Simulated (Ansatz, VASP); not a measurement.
## Te in VASP and in Ansatz

The input INCAR:

```
AGGAC = 1.0
AGGAX = 1.0
ALDAC = 0.0
ALDAX = 1.0
ALGO = Normal
EDIFF = 1E-6
ENCUT = 520
GGA = B5
ISIF = 2
ISMEAR = -1
LASPH = True
LCHARG = False
LREAL = False
LWAVE = False
NBANDS = 9
NELM = 60
PREC = Accurate
SIGMA = 0.1
```

Contents of KPOINTS:

```
k-points
0
Gamma
  13 13 13
```

Contents of POSCAR:

```
Te
1.0
   -2.0535031543      2.0535031543      2.0535031543
    2.0535031543     -2.0535031543      2.0535031543
    2.0535031543      2.0535031543     -2.0535031543
Te
1
Direct
    0.0000000000      0.0000000000      0.0000000000
```

Input for Ansatz:

```yaml
crystal:
  lattice:
    - [-2.0535031543, 2.0535031543, 2.0535031543]
    - [2.0535031543, -2.0535031543, 2.0535031543]
    - [2.0535031543, 2.0535031543, -2.0535031543]
  atoms:
    - { symbol: Te, position: [0.0, 0.0, 0.0] }
hamiltonian:
  xc: blyp
  pseudopotentials:
    kind: paw
    azcp:
      Te: "pseudopotentials/Te.paw.azcp"
basis:
  ecutwfc: 420
  fft_grid_basis: typed
kpoints:
  mp_grid: { grid: [13, 13, 13], shift: [0, 0, 0] }
magnetization:
  spin_polarized: false
scf:
  occupations: { method: fermi_dirac, width: 0.1 }
  lower_state_search: "off"
output:
  stress: true
```

Alike in both runs: task single point; functional BLYP; k mesh 13 × 13 × 13; occupations fermi-dirac, width 0.1 eV; no spin polarisation.

|  | VASP | Ansatz |
| --- | --- | --- |
| version | VASP 6.6.1 | Ansatz 0.2.0 |
| potentials or method | VASP PAW PBE potentials, release 64 (Te) | plane waves (420 eV) with PAW, scalar-relativistic |
| plane-wave cutoff (eV) | 520 | 420 |
| valence electrons in the cell | 6 | 16 |

|  | VASP | Ansatz | Ansatz less VASP |
| --- | --- | --- | --- |
| pressure (GPa) | -2.5 | -2.5 | -0.05 |

The two sets of potentials don't hold the same shells in valence.

Caveats: the PAW data sets were made with another functional, which shifts forces and pressure a little (VASP). The runs have no spin-orbit coupling, so splittings on Te are missing.
